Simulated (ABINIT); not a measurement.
The system is PbS (Galena).

```
CELL_PARAMETERS angstrom
0.00000 2.96575 2.96575
2.96575 0.00000 2.96575
2.96575 2.96575 0.00000
ATOMIC_POSITIONS crystal
Pb 0.00000 0.00000 0.00000
S 0.50000 0.50000 0.50000
```

Base run:

| Property | Result |
| --- | --- |
| Program | ABINIT 10.8.3 (patched build) |
| Functional | HSE06 |
| Potentials or basis | SPMS NC PBE v1.0 |
| Cutoff | 490 eV |
| k mesh | 6 × 6 × 6 |
| Occupations | fermi-dirac, width 0.05 eV |
| Spin | no spin polarisation |

Its results: band gap on the k mesh 0.52 eV, direct.

**Question.** The run is repeated on the same cell with these changes: share of exact exchange from 0.15 to 0.25. What comes out?

**Answer.** Band gap on the k mesh 0.65 eV, direct.

Caveats: exact exchange is summed on a coarse mesh, which widens gaps by tenths of an eV; Libxc's HSE differs a little from that of other programs; spin-orbit coupling is left out, which as a rule narrows the gap of such compounds by several tenths of an eV.

A k mesh can miss the band edges.
